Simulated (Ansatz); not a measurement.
**SrTe: the band gap up the ladder of functionals**

The task here is to estimate one member of a computed series from the others.

Code: Ansatz 0.2.0. PAW datasets, plane waves. Spin-unpolarised throughout; all numbers are computed.

### The structure to begin with

The cell was relaxed beforehand with r2SCAN.

The symmetry is Fm-3m (No. 225, cubic); conventional cell a = 6.705 Å, 37.68 Å³ an atom. Around Sr lie 6 Te at 3.35 Å; around Te lie 6 Sr at 3.35 Å.

Structure file:

```cif
data_structure
_symmetry_space_group_name_H-M 'P 1'
_symmetry_Int_Tables_number 1
_cell_length_a 4.7414
_cell_length_b 4.7414
_cell_length_c 4.7414
_cell_angle_alpha 60.000
_cell_angle_beta 60.000
_cell_angle_gamma 60.000
_cell_volume 75.37
loop_
_atom_site_label
_atom_site_type_symbol
_atom_site_fract_x
_atom_site_fract_y
_atom_site_fract_z
_atom_site_occupancy
Sr1 Sr 0.00000 0.00000 0.00000 1
Te1 Te 0.50000 0.50000 0.50000 1
```

Set-up of the first run:

input.yaml

```yaml
crystal:
  lattice:
    - [0.0, 3.3526569095, 3.3526569095]
    - [3.3526569095, 0.0, 3.3526569095]
    - [3.3526569095, 3.3526569095, 0.0]
  atoms:
    - { symbol: Sr, position: [0.0, 0.0, 0.0] }
    - { symbol: Te, position: [0.5, 0.5, 0.5] }
kpoints:
  mp_grid: { grid: [6, 6, 6] }
  band_path:
    path:
      - [[0.0, 0.0, 0.0], [0.5, -2.962030174657e-17, 0.5], [0.625, 0.25, 0.625]]
      - [[0.375, 0.375, 0.75], [0.0, 0.0, 0.0], [0.5, 0.5, 0.5], [0.5, 0.25, 0.75], [0.5, -2.962030174657e-17, 0.5]]
    npoints: 10
hamiltonian:
  xc: pbe
scf:
  occupations: { method: fermi_dirac, width: 0.02 }
  n_extra_bands: 4
output:
  forces: true
  stress: true
  eigenvalues: true
```

Run with:

```sh
> ansatz run input.yaml --threads 2 --pin off --max-ram 29491MiB --backend cpu --events-out ev --progress --plain --runs-dir out
```

Steps of the session up to this table: Band structure with PBE; Single point with r2SCAN; Single point with HSE06; PBE+SOC at the same geometry; Single point with PBE0; Single point with LDA; G0W0 on PBE; Quasiparticle levels, G0W0@PBE; DDH-PBE0; HSE06+SOC at the same geometry; r2SCANh at the same geometry; Single point with Hartree-Fock.

One of the session's tables, all rows but one given; the rest of the session is left out.

```
                     level  gap (eV)
                       PBE      1.77
                    r2SCAN      2.17
                     HSE06      2.49
                   PBE+SOC         ?
                      PBE0      3.15
                       LDA      1.65
G0W0@PBE (224 empty bands)      2.87
G0W0@PBE (558 empty bands)      2.95
                  DDH-PBE0      2.69
                 HSE06+SOC      2.19
                   r2SCANh      2.66
              Hartree-Fock      7.80
```

**Question.** Estimate the row for PBE+SOC.

As computed: gap (eV): 1.49. In the column «gap (eV)» it is the lowest.

Meshes: PBE 6×6×6, r2SCAN 6×6×6, HSE06 4×4×4, PBE+SOC 6×6×6, PBE0 4×4×4, LDA 6×6×6, DDH-PBE0 4×4×4, HSE06+SOC 4×4×4, r2SCANh 4×4×4, Hartree-Fock 4×4×4

PBE reaches 60 % of the G0W0@PBE value, and r2SCAN 74 %. PBE0 lies 0.66 eV above HSE06, which differs from it by screening the long-range exchange. Hartree-Fock lies above G0W0@PBE by 4.9 eV. G0W0 here is at a finite number of bands, screening cutoff and k mesh, not at the basis limit.

Caveats from the session: Warnings in the runs' records: stress scf threshold loose, stress exchange threshold loose.
